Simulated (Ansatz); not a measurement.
# CuO: equation of state with LDA

The system is CuO.

```
Cu O
1.0
     2.87950    0.00000    0.00000
     0.03907    2.87928    0.00000
     0.01750    0.01724    5.17634
Cu O
2 2
Direct
  0.00000 0.50000 0.00000
  0.50000 0.00000 0.50000
  0.99842 0.00167 0.74989
  0.00158 0.99833 0.25011
```

The cell comes from a database or a generator and needn't be the stable form of this composition.

- Program: Ansatz 0.2.0
- Task: equation of state
- Functional: LDA
- Potentials or basis: all-electron LAPW, scalar-relativistic
- Basis error allowed: 0.002 eV/atom
- k mesh: 9 × 9 × 5
- Occupations: fermi-dirac, width 0.05 eV
- Spin: no spin polarisation

```
Equilibrium volume                        : 10.23 Å³/atom
Bulk modulus at fixed shape and positions : 196 GPa
Pressure derivative of the bulk modulus   : 4.7
```

Energy against volume, from the lowest point:
| volume (Å³/atom) | energy (meV/atom) |
| --- | --- |
| 10.085 | 1.02 |
| 10.300 | 0.00 |
| 10.515 | 4.28 |
| 10.729 | 13.25 |
| 10.944 | 26.40 |
| 11.158 | 43.26 |
| 11.373 | 63.40 |

All runs of the series together: 7.9 min on 2 threads of Arm Neoverse V1 (shared host).

Caveat: the cell was scaled at fixed shape and fractional positions, which overstates the stiffness of a crystal with free parameters, most of all of layers and chains; the run has no spin polarisation, though such a crystal can be magnetic.
